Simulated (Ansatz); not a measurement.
Consider InN in the wurtzite structure (space group P6_3mc, No. 186; a = 3.5373 Å, c = 5.7140 Å). Axes: x lies along a and z along c of the hexagonal cell.

Level of theory: Ansatz (an electronic-structure program), PBEsol, PAW, cutoff 420 eV, without spin-orbit coupling, earlier PAW set.

Strains are applied to the cell and any free atomic positions relax; under biaxial strain the out-of-plane vector relaxes too.

One change was made to it. Results:

```csv
quantity,base,after
"pressure (mean of the normal stresses, compression positive)",0.0 GPa,12.5 GPa
band gap,zero,zero
```

Problem. What was done to the base?
A) isotropic strain −2.54 %
B) biaxial strain −1.72 %, plane normal [001], relaxed out of plane
C) isotropic strain −1.10 %

Solution. A, isotropic strain −2.54 %. For comparison, the pressure in the other runs: isotropic strain −1.10 % gives 4.9 GPa; biaxial strain −1.72 %, plane normal [001], relaxed out of plane gives 3.0 GPa.

The mesh was chosen for an insulator and is coarse for the gapless case. Stability against distortions was not tested. The final runs are not spin-polarised. The zero or small gap of InN can change with the level of theory.
